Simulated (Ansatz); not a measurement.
Theory: DFT PBE, scalar-relativistic, plane waves, PAW in Ansatz 0.2.0. All cells share a 420 eV cutoff and Γ-centred k meshes spaced at most about 0.3 Å⁻¹ (about 0.25 or finer for metals, 2π included). No spin polarisation.

These are static total energies at zero pressure.

**Question.** Order these relaxed structures of Zn3H by energy, lowest first, with the energy over the lowest of them.
1. Space group Fm-3m (No. 225), cubic, a = 5.993 Å. Zn on a site of symmetry m-3m is surrounded by 8 Zn at 2.60 Å and 6 H at 3.00 Å; Zn on a site of symmetry -43m is surrounded by 4 H at 2.60 Å, 4 Zn at 2.60 Å and 6 Zn at 3.00 Å; around H lie 8 Zn at 2.60 Å and 6 Zn at 3.00 Å (long contacts).
2. Space group Pm-3n (No. 223), cubic, a = 4.750 Å. Zn has 2 Zn at 2.37 Å, 4 H at 2.66 Å and 8 Zn at 2.91 Å; around H lie 12 Zn at 2.66 Å (long contacts).
3. Space group Pm-3m (No. 221), cubic, a = 3.790 Å. Zn is surrounded by 4 H at 2.68 Å and 8 Zn at 2.68 Å; H is surrounded by 12 Zn at 2.68 Å (long contacts).

**Answer.** 2 (0 meV/atom), 1 (30 meV/atom), 3 (45 meV/atom). Forms: cell 2 A15 type, Pm-3n; cell 1 BiF3 (D0_3) type, Fm-3m; cell 3 Cu3Au (L1_2) type, Pm-3m. Counting Zn atoms around H (those within 1.25 times the shortest such distance or 1.15 times the sum of covalent radii; a plus sign parts nearer from farther groups; the shortest distance is added where it is long for a bond): cell 2 has H 12 from 2.7 Å; cell 1 has H 8+6 from 2.6 Å; cell 3 has H 12 from 2.7 Å. All come from invented guesses. Even the lowest of the cells shown lies +0.44 eV/atom against the elements.

The k mesh leaves some 4 meV/atom of noise in the energy of each metallic cell. With hydrogen, zero-point motion can shift such differences by 10 meV/atom or more. Cells relaxed within their symmetry can be saddle points. Some structure types and database cells were kept out of the candidates from the start, so a known form may be missing.
